**Polarisability of nine thiols against valence-electron count, gap and orbital size**

The table holds static mean polarisabilities, frontier levels and geometric data of nine R–SH molecules from PySCF at CAM-B3LYP/def2-SVPD on PBE0-D3(BJ)/def2-SVP geometries. The program tests Unsöld counting, $\alpha=N/\Delta^2$, fitted to the five hydrocarbon carriers and compared with a two-point ethyl–propyl line, against scaling with the orbital gap and against valence electrons weighted by Slater orbital size, with and without a ring term. The boronic acid and the ketone fall below both counting baselines (by 17.3 or 12.6 and by 12.5 or 7.8 bohr³), while the imine and thienyl deviations depend on the baseline. Gap scaling raises the misfit on the five fitted rows from 1.8 to 6.3 bohr³, and the seven lowest singlets of thiophenol supply 19 % of its polarisability. Size weights and a ring term together leave 2.7 bohr³ over all nine rows with the boronic acid still worst, and tolyl exceeds its isomer benzyl only in the largest principal value.

Thiols R–SH in the gas phase, one conformer each, computed with PySCF 2.14.0 and density fitting at CAM-B3LYP/def2-SVPD on PBE0-D3(BJ)/def2-SVP geometries. In the carrier SMILES, * marks the bond to S, the marked atom. Polarisabilities are static means with core orbitals frozen in the response; the principal values are those of the polarisability tensor, and the gap is HOMO–LUMO.

## Analysis program

```python
# Table: static mean polarisability, HOMO and gap of nine thiols, PySCF CAM-B3LYP/def2-SVPD
# on PBE0-D3(BJ)/def2-SVP geometries. Tested: Unsoeld counting alpha = N/Delta^2, scaling
# with the orbital gap, and valence electrons weighted by Slater orbital size.
T = {
    'member': ['*c1ccc(C)cc1', '*c1ccccc1', '*c1ccsc1', '*CB(O)O', '*CC(C)=O', '*CCC', '*CCN=C', '*CC', '*Cc1ccccc1'],
    'formula': ['C7H8S', 'C6H6S', 'C4H4S2', 'CH5BO2S', 'C3H6OS', 'C3H8S', 'C3H7NS', 'C2H6S', 'C7H8S'],
    'around': ['C C', 'C C', 'C C', 'B H H', 'C H H', 'C H H', 'C H H', 'C H H', 'C H H'],
    'bond': [1.766, 1.766, 1.769, 1.83, 1.822, 1.819, 1.816, 1.822, 1.825],  # Å
    'pg': ['C1', 'Cs', 'C1', 'C1', 'C1', 'C1', 'C1', 'C1', 'C1'],
    'angles': [97, 97, 97, 96, 96, 97, 96, 97, 96],  # °
    'torsion': [0, 0, 60, 59, 61, 64, 65, 64, 54],  # °
    'electrons': [66, 58, 60, 48, 48, 42, 48, 34, 66],
    'valence': [42, 36, 32, 30, 30, 26, 30, 20, 42],
    'alpha': [104.5, 90.3, 84.2, 56.3, 61.1, 60.8, 66.7, 48.6, 101.8],  # bohr^3
    'aniso': [2.25, 2.18, 1.97, 1.3, 1.3, 1.38, 1.3, 1.31, 1.81],
    'homo': [-7.38, -7.59, -7.96, -7.96, -8.51, -8.16, -8.23, -8.19, -8.05],  # eV
    'gap': [7.98, 8.17, 8.32, 8.05, 8.64, 9.14, 8.69, 9.17, 8.5],  # eV
}
import re
import numpy as np
from scipy.constants import physical_constants as pc
Eh = pc['Hartree energy in eV'][0]
nm = {'*c1ccc(C)cc1': 'tolyl', '*c1ccccc1': 'phenyl', '*c1ccsc1': 'thienyl', '*CB(O)O': 'boronic', '*CC(C)=O': 'ketone',
      '*CCC': 'propyl', '*CCN=C': 'imine', '*CC': 'ethyl', '*Cc1ccccc1': 'benzyl'}
names = [nm[m] for m in T['member']]
a, N, g, homo = (np.array(T[k], float) for k in ('alpha', 'valence', 'gap', 'homo'))
A = dict(zip(names, a))
hc = np.array([n in ('tolyl', 'phenyl', 'propyl', 'ethyl', 'benzyl') for n in names])
ring = np.array(['c1' in m for m in T['member']], float)
rms = lambda r: float(np.sqrt(np.mean(r**2)))
b = (a[hc] @ N[hc]) / (N[hc] @ N[hc]); rA = a - b*N
x = N/g**2; k = (a[hc] @ x[hc]) / (x[hc] @ x[hc]); rB = a - k*x
s = (A['propyl'] - A['ethyl'])/6; rS = a - (A['ethyl'] + s*(N - 20))
# Slater rules: (valence electrons, n, effective charge)
el = {'H': (1, 1, 1.0), 'S': (6, 3, 16 - 0.35*5 - 0.85*8 - 2)}
el.update({e: (Z - 2, 2, Z - 0.35*(Z - 3) - 0.85*2) for e, Z in zip('BCNO', (5, 6, 7, 8))})
comp = [[(e, int(c or 1)) for e, c in re.findall(r'([A-Z])(\d*)', f)] for f in T['formula']]
def fit(p, wr):
    w = np.array([sum(c*el[e][0]*(el[e][1]**2/el[e][2])**p for e, c in m) for m in comp])
    M = np.column_stack([w, ring]) if wr else w[:, None]
    co = np.linalg.lstsq(M, a, rcond=None)[0]
    return co, a - M @ co
ps = np.arange(0, 6.01, 0.05)
p0, p1 = (min(ps, key=lambda p: rms(fit(p, wr)[1])) for wr in (False, True))
(c0, rC), (c1, rD) = fit(p0, False), fit(p1, True)
print('alpha and residuals in bohr^3; rounding of the table +-0.05')
print(f'A count, 5 hydrocarbon carriers: {b:.3f} per valence electron, mean energy {Eh/np.sqrt(b):.1f} eV')
print(f'S ethyl-propyl line: slope {s:.3f} per valence electron')
print(f'B N/gap^2, same 5 rows as A: prefactor {k:.1f} bohr^3 eV^2')
print('Slater size n^2/Zeff (bohr): ' + ', '.join(f'{e} {v[1]**2/v[2]:.2f}' for e, v in el.items()))
print(f'C Slater weights, all 9: p {p0:.2f}, prefactor {c0[0]:.3f}')
print(f'D = C + ring term, all 9: p {p1:.2f}, prefactor {c1[0]:.3f}, ring {c1[1]:.1f}')
print('row       N alpha/N  gap  resA   (%)   resS   resB   resC   resD  (* not fitted in A, B)')
for i in np.argsort(N, kind='stable'):
    print(f"{names[i] + ('' if hc[i] else '*'):9s}{N[i]:3.0f} {a[i]/N[i]:.3f} {g[i]:5.2f} {rA[i]:+5.1f} {100*rA[i]/(b*N[i]):+5.1f} "
          f'{rS[i]:+6.1f} {rB[i]:+6.1f} {rC[i]:+6.1f} {rD[i]:+6.1f}')
print(f'rms on 5 fitted rows: A {rms(rA[hc]):.1f}, B {rms(rB[hc]):.1f}; on all 9: A {rms(rA):.1f}, B {rms(rB):.1f}')
print(f'rms fitted to all 9: count {rms(fit(0, False)[1]):.1f}, count+ring {rms(fit(0, True)[1]):.1f}, C {rms(rC):.1f}, D {rms(rD):.1f}')
print(f'rms with p = 4: no ring {rms(fit(4, False)[1]):.1f}, with ring {rms(fit(4, True)[1]):.1f}')
print('worst rows: ' + ', '.join(f'{l} {names[np.argmax(abs(r))]}' for l, r in zip('ABCD', (rA, rB, rC, rD))))
print(f'correlation of alpha/N with gap {np.corrcoef(a/N, g)[0, 1]:+.2f}, with HOMO {np.corrcoef(a/N, homo)[0, 1]:+.2f}')
print(f"30 electrons: imine-ketone {A['imine']-A['ketone']:.1f}, ketone-boronic {A['ketone']-A['boronic']:.1f}, imine-boronic {A['imine']-A['boronic']:.1f}")
print(f"ketone-propyl {A['ketone']-A['propyl']:+.1f} for 4 more electrons (A expects {4*b:+.1f}, S {4*s:+.1f})")
print(f"phenyl-thienyl {A['phenyl']-A['thienyl']:+.1f} for 4 more electrons")
# principal values (bohr^3), further outputs of the same runs
P = {'tolyl': [65.498, 100.999, 147.138], 'phenyl': [56.12, 92.397, 122.393], 'benzyl': [72.424, 101.995, 130.828],
     'propyl': [53.258, 55.808, 73.459], 'ethyl': [43.383, 45.804, 56.678]}
for u, v in (('propyl', 'ethyl'), ('benzyl', 'phenyl'), ('tolyl', 'phenyl'), ('tolyl', 'benzyl')):
    d = np.array(P[u]) - np.array(P[v])
    print(f'{u}-{v}: table {A[u]-A[v]:+.1f}; principal {d[0]:+.1f} {d[1]:+.1f} {d[2]:+.1f}, mean {d.mean():+.2f}')
# thiophenol: strengths, transition dipoles (au) of the 7 lowest singlets and self C6, same runs
f = np.array([0.01058, 0.00201, 0.2236, 0.01723, 0.18451, 0.01248, 0.42489])
mu = np.array([[0.0497, -0.2876, 0.0329], [-0.0026, 0.014, 0.1254], [-1.2909, 0.0321, -0.0696], [0.019, -0.0347, -0.341],
               [-0.0329, -1.0724, 0.1084], [0.0229, -0.0245, -0.275], [-1.6096, 0.0225, -0.0869]])
E = 1.5*f/(mu**2).sum(1); part = f/E**2
print('phenyl state energies (eV): ' + ' '.join(f'{e*Eh:.2f}' for e in E))
print('their parts of alpha: ' + ' '.join(f'{q:.2f}' for q in part))
print(f"sum {part.sum():.1f} = {100*part.sum()/A['phenyl']:.0f} %; state 1 {100*part[0]/A['phenyl']:.1f} %, state 3 {100*part[2]/A['phenyl']:.1f} %; sum of f {f.sum():.2f}")
print(f"phenyl London energy 4 C6/(3 alpha^2): {2878.35/(0.75*A['phenyl']**2)*Eh:.1f} eV")
assert A['boronic'] < A['ketone'] < A['imine'] and A['tolyl'] > A['benzyl']
assert all(rA[names.index(n)] < -3*abs(rA[hc]).max() for n in ('boronic', 'ketone')) and rA[names.index('thienyl')] > 0
assert rms(rB[hc]) > rms(rA[hc])
assert part.sum() < 0.3*A['phenyl']
```

Output:

```
alpha and residuals in bohr^3; rounding of the table +-0.05
A count, 5 hydrocarbon carriers: 2.452 per valence electron, mean energy 17.4 eV
S ethyl-propyl line: slope 2.033 per valence electron
B N/gap^2, same 5 rows as A: prefactor 170.3 bohr^3 eV^2
Slater size n^2/Zeff (bohr): H 1.00, S 1.65, B 1.54, C 1.23, N 1.03, O 0.88
C Slater weights, all 9: p 1.55, prefactor 1.647
D = C + ring term, all 9: p 1.15, prefactor 1.706, ring 9.4
row       N alpha/N  gap  resA   (%)   resS   resB   resC   resD  (* not fitted in A, B)
ethyl     20 2.430  9.17  -0.4  -0.9   +0.0   +8.1   -1.0   +2.8
propyl    26 2.338  9.14  -3.0  -4.6   +0.0   +7.8   -1.1   +2.9
boronic*  30 1.877  8.05 -17.3 -23.5  -12.6  -22.5   -8.3   -5.2
ketone*   30 2.037  8.64 -12.5 -16.9   -7.8   -7.3   -5.6   -2.2
imine*    30 2.223  8.69  -6.9  -9.3   -2.2   -1.0   -2.2   +1.8
thienyl*  32 2.631  8.32  +5.7  +7.3  +11.2   +5.5   -1.7   -3.1
phenyl    36 2.508  8.17  +2.0  +2.3   +9.2   -1.5   +4.4   +0.5
tolyl     42 2.488  7.98  +1.5  +1.5  +11.2   -7.8   +6.2   +2.6
benzyl    42 2.424  8.50  -1.2  -1.2   +8.5   +2.8   +3.5   -0.1
rms on 5 fitted rows: A 1.8, B 6.3; on all 9: A 7.8, B 9.4
rms fitted to all 9: count 7.2, count+ring 4.0, C 4.5, D 2.7
rms with p = 4: no ring 9.1, with ring 8.3
worst rows: A boronic, B boronic, C boronic, D boronic
correlation of alpha/N with gap +0.02, with HOMO +0.47
30 electrons: imine-ketone 5.6, ketone-boronic 4.8, imine-boronic 10.4
ketone-propyl +0.3 for 4 more electrons (A expects +9.8, S +8.1)
phenyl-thienyl +6.1 for 4 more electrons
propyl-ethyl: table +12.2; principal +9.9 +10.0 +16.8, mean +12.22
benzyl-phenyl: table +11.5; principal +16.3 +9.6 +8.4, mean +11.45
tolyl-phenyl: table +14.2; principal +9.4 +8.6 +24.7, mean +14.24
tolyl-benzyl: table +2.7; principal -6.9 -1.0 +16.3, mean +2.80
phenyl state energies (eV): 5.01 5.15 5.46 5.97 6.48 6.64 6.67
their parts of alpha: 0.31 0.06 5.56 0.36 3.26 0.21 7.06
sum 16.8 = 19 %; state 1 0.3 %, state 3 6.2 %; sum of f 0.88
phenyl London energy 4 C6/(3 alpha^2): 12.8 eV
```
